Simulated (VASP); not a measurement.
# C (Fd-3m) in VASP: band structure with PBE

Aim: the band structure of C with PBE.

Everything below comes from runs of VASP 6.6.1. Logs are shortened: lines on timing, memory, paths and dates and some standing lists are left out, and cuts for length are marked.

## (1) Starting point

The structure is cubic, space group Fd-3m (No. 227). Conventional cell: a = 3.567 Å, b = 3.567 Å, c = 3.567 Å, α = 90.00°, β = 90.00°, γ = 90.00°. Around C (site symmetry -43m) lie 4 C at 1.54 Å.

This isn't the form of C at room conditions, which is graphite.

## (2) Band structure, PBE

INCAR

```
SYSTEM = C
  PREC = Accurate
  ENCUT = 520
  EDIFF = 1E-7
  ISMEAR = 0
  SIGMA = 0.02
  LREAL = .FALSE.
  LASPH = .TRUE.
  NELM = 80
  ALGO = Fast
  ISIF = 2
  LWAVE = .FALSE.
  LCHARG = .FALSE.
  GGA = PE
```

KPOINTS

```
regular mesh
0
G
  12 12 12
  0 0 0
```

POSCAR

```
C
1.0
    0.0000000000      1.7833700000      1.7833700000
    1.7833700000      0.0000000000      1.7833700000
    1.7833700000      1.7833700000      0.0000000000
C
2
Direct
    0.0000000000      0.0000000000      0.0000000000
    0.2500000000      0.2500000000      0.2500000000
```

KPOINTS_OPT

```
path GXWKGLUWLK,UX
20
line-mode
reciprocal
 0.0000000000  0.0000000000  0.0000000000  G
 0.5000000000  0.0000000000  0.5000000000  X

 0.5000000000  0.0000000000  0.5000000000  X
 0.5000000000  0.2500000000  0.7500000000  W

 0.5000000000  0.2500000000  0.7500000000  W
 0.3750000000  0.3750000000  0.7500000000  K

 0.3750000000  0.3750000000  0.7500000000  K
 0.0000000000  0.0000000000  0.0000000000  G

 0.0000000000  0.0000000000  0.0000000000  G
 0.5000000000  0.5000000000  0.5000000000  L

 0.5000000000  0.5000000000  0.5000000000  L
 0.6250000000  0.2500000000  0.6250000000  U

 0.6250000000  0.2500000000  0.6250000000  U
 0.5000000000  0.2500000000  0.7500000000  W

 0.5000000000  0.2500000000  0.7500000000  W
 0.5000000000  0.5000000000  0.5000000000  L

 0.5000000000  0.5000000000  0.5000000000  L
 0.3750000000  0.3750000000  0.7500000000  K

 0.6250000000  0.2500000000  0.6250000000  U
 0.5000000000  0.0000000000  0.5000000000  X
```

Potentials or basis: VASP PAW PBE potentials, release 64 (C).

Launch:

```
$ cat potpaw_PBE.64/C/POTCAR > POTCAR
$ mpirun -np 1 vasp_std > vasp.out
```

OUTCAR:

```text
SYSTEM = C
   PREC = Accurate
   ENCUT = 520
   EDIFF = 1E-7
   ISMEAR = 0
   LREAL = .FALSE.
   LASPH = .TRUE.
   NELM = 80
   ISIF = 2
   GGA = PE

 ion  position               nearest neighbor table
   1  0.000  0.000  0.000-   2 1.54   2 1.54   2 1.54   2 1.54
   2  0.250  0.250  0.250-   1 1.54   1 1.54   1 1.54   1 1.54

  LATTYP: Found a face centered cubic cell.
 ALAT       =     3.5667400000

  Lattice vectors:

 A1 = (   0.0000000000,   1.7833700000,   1.7833700000)
 A2 = (   1.7833700000,   0.0000000000,   1.7833700000)
 A3 = (   1.7833700000,   1.7833700000,   0.0000000000)

Analysis of symmetry for initial positions (statically):
=====================================================================
 Subroutine PRICEL returns:
 Original cell was already a primitive cell.

 Routine SETGRP: Setting up the symmetry group for a
 face centered cubic supercell.

 Subroutine GETGRP returns: Found 48 space group operations
 (whereof 24 operations were pure point group operations)
 out of a pool of 48 trial point group operations.

The static configuration has the point symmetry T_d .
 The point group associated with its full space group is O_h .

Analysis of symmetry for dynamics (positions and initial velocities):
=====================================================================
 Subroutine PRICEL returns:
 Original cell was already a primitive cell.

 Routine SETGRP: Setting up the symmetry group for a
 face centered cubic supercell.

 Subroutine GETGRP returns: Found 48 space group operations
 (whereof 24 operations were pure point group operations)
 out of a pool of 48 trial point group operations.

The dynamic configuration has the point symmetry T_d .
 The point group associated with its full space group is O_h .

 Subroutine INISYM returns: Found 48 space group operations
 (whereof 24 operations are pure point group operations),
 and found     1 'primitive' translations

----------------------------------------------------------------------------------------

                                     Primitive cell

  volume of cell :      11.3437

  direct lattice vectors                    reciprocal lattice vectors
     0.000000000  1.783370000  1.783370000    -0.280368067  0.280368067  0.280368067
     1.783370000  0.000000000  1.783370000     0.280368067 -0.280368067  0.280368067
     1.783370000  1.783370000  0.000000000     0.280368067  0.280368067 -0.280368067

  length of vectors
     2.522066041  2.522066041  2.522066041     0.485611737  0.485611737  0.485611737

  position of ions in fractional coordinates (direct lattice)
     0.000000000  0.000000000  0.000000000
     0.250000000  0.250000000  0.250000000

  ion indices of the primitive-cell ions
   primitive index   ion index
                 1           1
                 2           2

----------------------------------------------------------------------------------------

 KPOINTS: regular mesh

Automatic generation of k-mesh.
 Grid dimensions read from file:
 generate k-points for:   12   12   12

 Generating k-lattice:

  Cartesian coordinates                     Fractional coordinates (reciprocal lattice)
    -0.023364006  0.023364006  0.023364006     0.083333333  0.000000000  0.000000000
     0.023364006 -0.023364006  0.023364006     0.000000000  0.083333333  0.000000000
     0.023364006  0.023364006 -0.023364006     0.000000000  0.000000000  0.083333333

  Length of vectors
     0.040467645  0.040467645  0.040467645

  Shift w.r.t. Gamma in fractional coordinates (k-lattice)
     0.000000000  0.000000000  0.000000000

 Subroutine IBZKPT returns following result:
 ===========================================

 Found     72 irreducible k-points:

 Following reciprocal coordinates:
            Coordinates               Weight
  0.000000  0.000000  0.000000      1.000000
  0.083333  0.000000  0.000000      8.000000
  0.166667  0.000000  0.000000      8.000000
  0.250000  0.000000  0.000000      8.000000
  0.333333  0.000000  0.000000      8.000000
  0.416667  0.000000  0.000000      8.000000
[... 16 lines left out ...]
  0.500000  0.166667  0.000000     24.000000
 -0.416667  0.166667  0.000000     24.000000
 [... further k-points ...]
   k-points           NKPTS =     72   k-points in BZ     NKDIM =     72   number of bands    NBANDS=      8
   number of dos      NEDOS =    301   number of ions     NIONS =      2
   total plane-waves  NPLWV =   8000
   dimension x,y,z NGX =    20 NGY =   20 NGZ =   20
   dimension x,y,z NGXF=    40 NGYF=   40 NGZF=   40
   ions per type =               2
   NGX,Y,Z   is equivalent  to a cutoff of  13.18, 13.18, 13.18 a.u.
   NGXF,Y,Z  is equivalent  to a cutoff of  26.37, 26.37, 26.37 a.u.
 SYSTEM =  C
   PREC   = accura    normal or accurate (medium, high low for compatibility)
   ISTART =      0    job   : 0-new  1-cont  2-samecut
   ICHARG =      2    charge: 1-file 2-atom 10-const
   ISPIN  =      1    spin polarized calculation?
   LNONCOLLINEAR =      F non collinear calculations
   LSORBIT =      F    spin-orbit coupling
   LASPH  =      T    aspherical Exc in radial PAW
   ENCUT  =  520.0 eV  38.22 Ry    6.18 a.u.   4.69  4.69  4.69*2*pi/ulx,y,z
   NELM   =     80;   NELMIN=  2; NELMDL= -5     # of ELM steps
   EDIFF  = 0.1E-06   stopping-criterion for ELM
   LREAL  =      F    real-space projection
   EDIFFG = 0.1E-05   stopping-criterion for IOM
   NSW    =      0    number of steps for IOM
   IBRION =     -1    ionic relax: 0-MD 1-quasi-New 2-CG
   NFREE  =      0    steps in history (QN), initial steepest desc. (CG)
   ISIF   =      2    stress and relaxation
   ISYM   =      2    0-nonsym 1-usesym 2-fastsym
   POTIM  = 0.5000    time-step for ionic-motion
   TEBEG  =    0.0;   TEEND  =   0.0 temperature during run
   PSTRESS=    0.0 pullay stress
   NELECT =       8.0000    total number of electrons
   NUPDOWN=      -1.0000    fix difference up-down
   EMIN   =  10.00;   EMAX   =-10.00  energy-range for DOS
   EFERMI =   0.00;   METHOD = LEGACY
   ISMEAR =     0;   SIGMA  =   0.02  broadening in eV -4-tet -1-fermi 0-gaus
   EFERMI_NEDOS =   21; number of points for ismear=-14 and -15
   IALGO  =     68    algorithm
   IMIX   =      4    mixing-type and parameters
     AMIX     =   0.40;   BMIX     =  1.00
     AMIX_MAG =   1.60;   BMIX_MAG =  1.00
  volume/ion in A,a.u.               =       5.67        38.28
  Fermi-wavevector in a.u.,A,eV,Ry     =   1.457203  2.753714 28.891161  2.123440
  Thomas-Fermi vector in A             =   2.574032
   LORBIT       =      0    0 simple, 1 ext, 2 COOP (PROOUT), +10 PAW based schemes
   GGA     = PE    functional components
   LHFCALC =     F    Hartree Fock is set to
   AEXX    =    0.0000 exact exchange contribution
   IVDW    =     0    specifies the selected vdW correction
   LEPSILON=     F    determine dielectric tensor
   LRPA    =     F    only Hartree local field effects (RPA)
 non-spin polarized calculation
 RMM-DIIS sequential band-by-band and
 Gauss-broadening in eV      SIGMA  =   0.02
  energy-cutoff  :      520.00
  volume of cell :       11.34
 maximum number of plane-waves:       316
   NGX =  9   NGY =  9   NGZ =  9

 number of electron       7.9999999 magnetization

 Free energy of the ion-electron system (eV)
  ---------------------------------------------------
  ext. energy  EPLUGINS =         0.00000000
  ---------------------------------------------------
  free energy    TOTEN  =       -18.18524417 eV

  energy without entropy =      -18.18524417  energy(sigma->0) =      -18.18524417

 E-fermi :   9.9270     XC(G=0): -13.2509

 val. band max:        9.7301346629   @ k =   0.0000   0.0000   0.0000
 cond. band min:      13.8830951411   @ k =   0.3333   0.3333   0.0000
 fundamental gap:      4.1529604781
 Fermi energy:         9.9270373760

 k-point     1 :       0.0000    0.0000    0.0000
  band No.  band energies     occupation
      1     -11.7473      2.00000
      2       9.7301      2.00000
      3       9.7301      2.00000
      4       9.7301      2.00000
      5      15.3200      0.00000
      6      15.3200      0.00000
      7      15.3200      0.00000
      8      23.0621      0.00000

 k-point     2 :       0.0833    0.0000    0.0000
  band No.  band energies     occupation
      1     -11.5549      2.00000
      2       8.5039      2.00000
      3       9.4075      2.00000
      4       9.4075      2.00000
      5      15.7428      0.00000
      6      15.7428      0.00000
      7      16.0349      0.00000
      8      23.2273      0.00000

 k-point     3 :       0.1667    0.0000    0.0000
  band No.  band energies     occupation
      1     -10.9801      2.00000
      2       5.9738      2.00000
      3       8.7069      2.00000
      4       8.7069      2.00000
      5      16.6620      0.00000
      6      16.6620      0.00000
      7      17.1241      0.00000
      8      23.7020      0.00000

 k-point     4 :       0.2500    0.0000    0.0000
  band No.  band energies     occupation
      1     -10.0316      2.00000
      2       3.1389      2.00000
      3       7.9844      2.00000
      4       7.9844      2.00000
      5      17.5192      0.00000
      6      17.5192      0.00000
      7      17.8756      0.00000
      8      24.3674      0.00000

 k-point     5 :       0.3333    0.0000    0.0000
  band No.  band energies     occupation
      1      -8.7306      2.00000
      2       0.3604      2.00000
      3       7.4108      2.00000
      4       7.4108      2.00000
      5      18.0070      0.00000
      6      18.0070      0.00000
      7      18.3002      0.00000
      8      24.9823      0.00000

 k-point     6 :       0.4167    0.0000    0.0000
  band No.  band energies     occupation
      1      -7.1528      2.00000
      2      -2.1454      2.00000
      3       7.0517      2.00000
      4       7.0517      2.00000
      5      18.1662      0.00000
      6      18.1662      0.00000
      7      18.5130      0.00000
      8      25.3354      0.00000

 k-point     7 :       0.5000    0.0000    0.0000
  band No.  band energies     occupation
      1      -5.9713      2.00000
      2      -3.6420      2.00000
      3       6.9302      2.00000
      4       6.9302      2.00000
      5      18.1895      0.00000
      6      18.1895      0.00000
      7      18.5782      0.00000
      8      25.4282      0.00000
[... 133 lines left out ...]
 k-point    20 :       0.2500    0.1667    0.0000
  band No.  band energies     occupation
      1     -10.0290      2.00000
      2       5.0695      2.00000
      3       6.4072      2.00000
      4       7.0617      2.00000
      5      14.9191      0.00000
      6      19.8459      0.00000
      7      19.8945      0.00000
      8      21.6459      0.00000

 k-point    21 :       0.3333    0.1667    0.0000
  band No.  band energies     occupation
      1      -8.9679      2.00000
      2       2.5085      2.00000
      3       5.8957      2.00000
      4       6.3047      2.00000
      5      15.7443      0.00000
      6      20.5134      0.00000
      7      20.5874      0.00000
      8      21.5102      0.00000

 k-point    22 :       0.4167    0.1667    0.0000
  band No.  band energies     occupation
      1      -7.5748      2.00000
      2      -0.0431      2.00000
      3       5.4601      2.00000
      4       5.6771      2.00000
      5      16.4065      0.00000
      6      20.7216      0.00000
      7      20.8426      0.00000
      8      22.4174      0.00000

 k-point    23 :       0.5000    0.1667    0.0000
  band No.  band energies     occupation
      1      -5.9934      2.00000
      2      -2.2819      2.00000
      3       4.7426      2.00000
      4       5.7643      2.00000
      5      16.8284      0.00000
      6      20.4510      0.00000
      7      20.9580      0.00000
      8      24.0177      0.00000

 k-point    24 :      -0.4167    0.1667    0.0000
  band No.  band energies     occupation
      1      -5.5637      2.00000
      2      -2.7976      2.00000
      3       4.2562      2.00000
      4       6.1425      2.00000
      5      17.2660      0.00000
      6      19.9612      0.00000
      7      20.9356      0.00000
      8      25.1724      0.00000

 [... further k-points ...]

------------------------ aborting loop because EDIFF is reached ----------------------------------------

  FORCE on cell =-STRESS in cart. coord.  units (eV):
  Direction    XX          YY          ZZ          XY          YZ          ZX
  --------------------------------------------------------------------------------------
  -------------------------------------------------------------------------------------
  Total        0.1739464      0.1739464      0.1739464      0.0000000      0.0000000     -0.0000000
  in kB       24.5681087     24.5681087     24.5681087      0.0000000      0.0000000     -0.0000000
  external PRESSURE =      24.5681087 kB  Pullay stress =       0.0000000 kB

 VOLUME and BASIS-vectors are now :
 -----------------------------------------------------------------------------
  energy-cutoff  :      520.00
  volume of cell :       11.34
      direct lattice vectors                 reciprocal lattice vectors
     0.000000000  1.783370000  1.783370000    -0.280368067  0.280368067  0.280368067
     1.783370000  0.000000000  1.783370000     0.280368067 -0.280368067  0.280368067
     1.783370000  1.783370000  0.000000000     0.280368067  0.280368067 -0.280368067

 POSITION                                       TOTAL-FORCE (eV/Angst)
 -----------------------------------------------------------------------------------
      0.00000      0.00000      0.00000         0.000000      0.000000      0.000000
      0.89168      0.89168      0.89168        -0.000000     -0.000000     -0.000000
 -----------------------------------------------------------------------------------
    total drift:                                0.000000      0.000000      0.000000

  FREE ENERGIE OF THE ION-ELECTRON SYSTEM (eV)
  ---------------------------------------------------
  free  energy   TOTEN  =       -18.1852441718 eV

  energy  without entropy=      -18.1852441718  energy(sigma->0) =      -18.18524417
```

Wall time 14 s (1 thread of Intel Xeon Platinum 8488C (Sapphire Rapids), shared host); peak memory 0.12 GiB.

What came out:

```
Free energy             : -18.1852 eV
Pressure                : 2.5 GPa
Band gap on the k mesh  : 4.15 eV, indirect (least direct gap 5.59 eV)
Band gap along the path : 4.13 eV, indirect (least direct gap 5.59 eV)
```

Levels at the corners of the path, in eV from the valence-band top:
```csv
point,band 2,band 3,band 4,band 5,band 6,band 7
Γ,0.00,0.00,0.00,5.59,5.59,5.59
X,-12.76,-6.30,-6.30,4.76,4.76,16.81
X,-12.76,-6.30,-6.30,4.76,4.76,16.81
W,-11.97,-8.32,-8.32,10.62,10.62,12.32
W,-11.97,-8.32,-8.32,10.62,10.62,12.32
K,-11.73,-9.32,-5.36,5.68,10.75,14.37
K,-11.73,-9.32,-5.36,5.68,10.75,14.37
Γ,0.00,0.00,0.00,5.59,5.59,5.59
Γ,0.00,0.00,0.00,5.59,5.59,5.59
L,-13.37,-2.80,-2.80,8.46,8.46,8.85
L,-13.37,-2.80,-2.80,8.46,8.46,8.85
U,-11.73,-9.32,-5.36,5.68,10.75,14.37
U,-11.73,-9.32,-5.36,5.68,10.75,14.37
W,-11.97,-8.32,-8.32,10.62,10.62,12.32
W,-11.97,-8.32,-8.32,10.62,10.62,12.32
L,-13.37,-2.80,-2.80,8.46,8.46,8.85
L,-13.37,-2.80,-2.80,8.46,8.46,8.85
K,-11.73,-9.32,-5.36,5.68,10.75,14.37
U,-11.73,-9.32,-5.36,5.68,10.75,14.37
X,-12.76,-6.30,-6.30,4.76,4.76,16.81
```

PBE gaps usually lie below the measured ones, often by a third to a half.
